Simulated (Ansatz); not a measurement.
# MnSi (Pm-3m) in Ansatz: reference runs

Aim: a first look at MnSi with PBE, on the cell as given.

Everything below comes from runs of Ansatz 0.2.0. Logs are shortened: lines on timing, memory, paths and dates and some standing lists are left out, and cuts for length are marked.

## Step 1: The cell of the first run

The structure is cubic, space group Pm-3m (No. 221). Conventional cell: a = 3.072 Å, b = 3.072 Å, c = 3.072 Å, α = 90.00°, β = 90.00°, γ = 90.00°. Mn (site symmetry m-3m) has 8 Si at 2.66 Å as nearest neighbours. Si (site symmetry m-3m) is surrounded by 8 Mn at 2.66 Å.

The cell was built by a generator and needn't be a form met in nature.

## Step 2: Single point, PBE, collinear spin, ferromagnetic start (as made, not relaxed: species swapped into the HoIn type (Pm-3m, No. 221))

Contents of input.yaml:

```yaml
crystal:
  lattice:
    - [3.07218072, 0.0, 0.0]
    - [0.0, 3.07218072, 0.0]
    - [0.0, 0.0, 3.07218072]
  atoms:
    - { symbol: Mn, position: [0.0, 0.0, 0.0], spin: 4.0 }
    - { symbol: Si, position: [0.5, 0.5, 0.5] }
hamiltonian:
  xc: pbe
  pseudopotentials: { kind: paw }
magnetization:
  spin_polarized: true
kpoints:
  mp_grid: { grid: [9, 9, 9] }
scf:
  occupations: { method: fermi_dirac, width: 0.05 }
output:
  forces: true
  stress: true
  eigenvalues: true
```

Potentials or basis: Ansatz PAW.

Command:

```console
ansatz run input.yaml --threads 2 --pin off --max-ram 5632MiB --backend cpu --events-out ev --progress --plain --runs-dir out
```

What it wrote:

```text
Warning: RAYON_NUM_THREADS=2 ignored (pool sized by the plan → 2); use --threads N
Engine: ansatz 0.2.0, aarch64-unknown-linux-gnu
Pseudopotentials: kind: paw
Pseudopotential: Mn, paw, valence charge 15, recommended cutoff 420 eV (normal), Mn.paw.azcp
Pseudopotential: Si, paw, valence charge 4, recommended cutoff 420 eV (normal), Si.paw.azcp
Functional definition: PBE
  parameter kappa = 0.804
  parameter beta = 0.06672455060314922
  exchange = pbe_x(kappa = kappa, mu = beta*pi^2/3)
  correlation = pbe_c(beta = beta)
Crystal: 2 atoms, lattice volume = 28.996 Å³
Basis set: ecut = 420 eV, 587 PW (Γ), exchange–correlation on 48×48×48 points (8 copies of the dense FFT grid, shifted against one another)
Bands: 16, of which v1, the nominal top of the filled ones, is band 10 counted from 1 (9 counted from 0)
Symmetry: 48 space group operations
Space group: Pm-3m (ITA 221), of the structure as read, at distance tolerance 3.1e-5 Å
Magnetic group: BNS 221.92 (UNI 1594), of the structure as read, at distance tolerance 3.1e-5 Å
k-points: 35 of 729
Non-local potential: Mn, projectors of the file, l = 0: 3, l = 1: 2, l = 2: 3, l = 3: 1
Non-local potential: Si, projectors of the file, l = 0: 2, l = 1: 2, l = 2: 2
PAW form: soft (Blöchl's): semilocal exchange-correlation on the pseudo side does not see the compensation charge
PAW one-centre angular grid: Mn, 590 points (default); XC on 64 Gauss nodes
PAW one-centre angular grid: Si, 110 points (default); XC on 64 Gauss nodes
Initial density: superposition of atomic densities (chi_scale 0.1, normalization cell)
Starting moments: Σ|m| = 4 μB on 1 of 2 sites
Initial wavefunctions: pseudopotential atomic-orbital guess
Functional: x = pbe(κ = 0.804, μ = 0.2195149727645171), c = pbe(β = 0.06672455060314922)
iter 1 solved again at ethr=2.52e-3 eV; its pass at ethr=3.10e-3 eV (dr2=4.78e-1 eV) is discarded
SCF iter   1: F=—  HF=-4534.259825 eV  |F-HF|=—  |Δ(HF+E_count)|=         —  Δρ=9.20e-2 (↑9.20e-2 ↓5.58e-2)  dr2=4.80e-1  dr2_m=1.41e0  M=2.607 μB ∫|m|=2.873 μB  β_m=0.30  ethr=2.52e-3  ⟨swp⟩=1.0  Hψ=6999  notcnv=0
Mixer restart at iter 1: flushing history
preconditioner: auto → none  [metal: Δε(μ)=0.026 eV  Ē_g=8.393 eV  σ=0.050 eV  W_gap=0.13  n_scr=6 (ndim 8)  ℏωp=22.9 eV  f_vac=0.000  D(μ)=2.64/eV (n_scr^D=26)  sad-step TF]
SCF iter   2: F=—  HF=-4533.908069 eV  |F-HF|=—  |Δ(HF+E_count)|=   3.52e-1  Δρ=4.39e-2 (↑3.94e-2 ↓4.39e-2)  dr2=8.70e-2  dr2_m=4.39e-1  M=2.691 μB ∫|m|=2.994 μB  β_m=0.44  ethr=2.52e-3  ⟨swp⟩=2.4  Hψ=1706  notcnv=0
SCF iter   3: F=—  HF=-4534.296607 eV  |F-HF|=—  |Δ(HF+E_count)|=         —  Δρ=3.89e-2 (↑3.89e-2 ↓1.95e-2)  dr2=1.06e-1  dr2_m=2.21e-1  M=2.530 μB ∫|m|=2.856 μB  β_m=0.44  ethr=4.58e-4  ⟨swp⟩=3.0  Hψ=2851  notcnv=0  defer=46
Mixer restart at iter 3: flushing history
SCF iter   4: F=—  HF=-4534.313068 eV  |F-HF|=—  |Δ(HF+E_count)|=   1.65e-2  Δρ=2.04e-2 (↑9.28e-3 ↓2.04e-2)  dr2=2.11e-1  dr2_m=1.34e-2  M=2.593 μB ∫|m|=2.959 μB  β_m=0.42  ethr=4.58e-4  ⟨swp⟩=2.7  Hψ=2495  notcnv=0  defer=65
SCF iter   5: F=—  HF=-4534.385305 eV  |F-HF|=—  |Δ(HF+E_count)|=   7.22e-2  Δρ=1.54e-2 (↑1.54e-2 ↓8.44e-3)  dr2=1.26e-2  dr2_m=3.72e-2  M=2.540 μB ∫|m|=2.887 μB  β_m=0.47  ethr=4.58e-4  ⟨swp⟩=3.2  Hψ=2556  notcnv=0  defer=67
[... 25 lines left out ...]
preconditioner: auto → none  [metal: Δε(μ)=0.042 eV  Ē_g=8.182 eV  σ=0.050 eV  W_gap=0.21  n_scr=6 (ndim 8)  ℏωp=22.9 eV  f_vac=0.000  D(μ)=2.32/eV (n_scr^D=26)]
SCF iter   2: F=-4534.427630 eV  HF=-4534.427630 eV  |F-HF|=9.69e-9  |Δ(HF+E_count)|=   1.09e-9  Δρ=3.63e-6 (↑2.88e-6 ↓3.63e-6)  dr2=1.14e-8  dr2_m=6.13e-10  M=0.978 μB ∫|m|=1.260 μB  ethr=3.08e-11  ⟨swp⟩=4.2  Hψ=3288  notcnv=0
SCF 3 converged in 2 iterations: F = -4534.427630 eV  dr2 = 1.14e-8
iter 1 solved again at ethr=6.01e-11 eV; its pass at ethr=5.26e-6 eV (dr2=1.14e-8 eV) is discarded
SCF iter   1: F=—  HF=-4534.427630 eV  |F-HF|=—  |Δ(HF+E_count)|=         —  Δρ=3.63e-6 (↑2.88e-6 ↓3.63e-6)  dr2=1.14e-8  dr2_m=6.13e-10  M=0.978 μB ∫|m|=1.260 μB  ethr=6.01e-11  ⟨swp⟩=1.0  Hψ=7038  notcnv=0
SCF iter   2: F=—  HF=-4534.686371 eV  |F-HF|=—  |Δ(HF+E_count)|=   2.59e-1  Δρ=6.02e-2 (↑6.02e-2 ↓2.71e-2)  dr2=2.09e0  dr2_m=7.83e-2  M=2.391 μB ∫|m|=2.786 μB  ethr=5.26e-6  ⟨swp⟩=1.2  Hψ=7501  notcnv=0
SCF iter   3: F=—  HF=-4534.426086 eV  |F-HF|=—  |Δ(HF+E_count)|=   2.60e-1  Δρ=4.31e-3 (↑4.31e-3 ↓3.36e-3)  dr2=2.22e-2  dr2_m=1.48e-4  M=2.524 μB ∫|m|=2.884 μB  ethr=5.26e-6  ⟨swp⟩=1.3  Hψ=4065  notcnv=0
SCF iter   4: F=—  HF=-4534.423291 eV  |F-HF|=—  |Δ(HF+E_count)|=   2.79e-3  Δρ=1.52e-4 (↑1.52e-4 ↓9.00e-5)  dr2=1.54e-5  dr2_m=3.61e-7  M=2.515 μB ∫|m|=2.879 μB  ethr=5.26e-6  ⟨swp⟩=1.0  Hψ=3183  notcnv=0
an SCF towards Hund's moment on open shells that bore less, with the run's symmetry operations kept, reached no lower state that the run goes on to. This is no proof of a minimum
SCF converged after 2 iterations
Magnetization: 0.9785 μB (9.9892 up, 9.0108 down)
Absolute magnetization: 1.2601 μB (∫|ρ↑−ρ↓|, with the PAW one-centre terms)
Spin contamination: 0.0395 ħ² per cell (⟨S²⟩ above its minimum at these occupations)
Per-site moments (μB) at R_I (Å): [(1.0930459754267945, 1.0974919512714165), (-0.09991991711148011, 1.0974919512714165)]
Free energy (F): -4534.427630 eV
Harris-Foulkes:  -4534.427630 eV  (|F-HF|=9.69e-9)
Internal energy: -4534.408409 eV  (E = F + TS)
E sigma→0 (E₀):  -4534.418019 eV
Entropy (-TS):   -0.019221 eV (-9.610 meV/atom)
Fermi energy:    12.383772 eV
--- Per-component energies (eV) ---
  E_band       = -243.704895
  E_kinetic    = 344.285905
  E_local      = -2310.630809  (includes V_loc(G=0)·N_el)
  E_nonlocal   = 265.339751
  E_hartree    = 975.456691
  E_xc         = -167.888731
  E_vxc        = -191.041945  (∫ρ·V_xc dr)
  E_paw        = -1812.949521  (= ΣΔE_a)
  E_vpaw       = -302.564908  (= ΣTr[D̂ρ^β])
  E_aug_tail   = -0.000003  (compensation charges beyond the density's cutoff)
  E_ewald      = -1828.021692
  E_smearing   = -0.019221  (= −TS)
  E_closure    = 0.000000  (closes the sum)
  Σ components = -4534.427630   (vs F -4534.427630, Δ=0.00e0)
--- Forces (eV/Å), atoms counted from 1 ---
  atom   1  Mn    -0.00000000    -0.00000000     0.00000000
  atom   2  Si     0.00000000     0.00000000     0.00000000
  max |Σ_I F_I| component: 7.15e-29 eV/Å
--- Stress (GPa, compression-positive) ---
      -30.676918       0.000000       0.000000
        0.000000     -30.676918       0.000000
        0.000000       0.000000     -30.676918
  P = ⅓ Tr σ = -30.6769 GPa (-306.769 kbar)
--- Band table (eV; the first three rows and the last of 70) ---
  k-point 0 ↑: bands = ["-67.1519", "-35.8870", "-35.8870", "-35.8870", "0.9301", "10.1088", "10.1088", "11.7924", "11.7924", "11.7924", "15.0274", "15.0274", "15.0274", "20.0055", "20.0055", "20.8748"]
  k-point 1 ↑: bands = ["-67.1515", "-35.8923", "-35.8866", "-35.8866", "1.1206", "9.9582", "10.1700", "11.6101", "11.6101", "11.8059", "14.0648", "15.3752", "15.3752", "19.9424", "20.4798", "22.0014"]
  k-point 2 ↑: bands = ["-67.1506", "-35.9054", "-35.8855", "-35.8855", "1.6812", "9.1792", "10.3311", "11.2396", "11.2396", "11.8403", "12.9784", "16.2454", "16.2454", "19.7672", "20.8290", "24.8274"]
  k-point 34 ↓: bands = ["-65.9603", "-34.7639", "-34.7638", "-34.7638", "7.5798", "8.5903", "8.5903", "10.2860", "13.1676", "13.1676", "13.7726", "14.8092", "14.8092", "16.8449", "16.8449", "17.2749"]
```

Run time: 8.5 s. Hardware: 2 threads of Arm Neoverse V2, shared host; peak memory 0.35 GiB.

What came out:

```
Free energy            : -4534.4276 eV
Pressure               : -30.7 GPa
Band gap on the k mesh : none (metal or under the smearing width)
Net moment             : 0.98 μB per cell
Absolute moment        : 1.26 μB per cell
Site moments           : Mn +1.09; Si -0.10 μB
```

Levels at points of the mesh, in eV from the Fermi level:
Spin up:
```tsv
k point	band 7	band 8	band 9	band 10	band 11	band 12	band 13	band 14
(0.00, 0.00, 0.00)	-2.27	-0.59	-0.59	-0.59	2.64	2.64	2.64	7.62
```
Spin down:
```tsv
k point	band 6	band 7	band 8	band 9	band 10	band 11	band 12	band 13
(0.00, 0.00, 0.00)	-1.79	-1.79	0.67	0.67	0.67	2.58	2.58	2.58
```

Caveat: a pressure of tens of GPa on the cell as given is suspect, and the run, the potentials or the cell itself is likely at fault; the moment fell far below its start of 4 μB, so a state of higher moment may lie lower in energy.
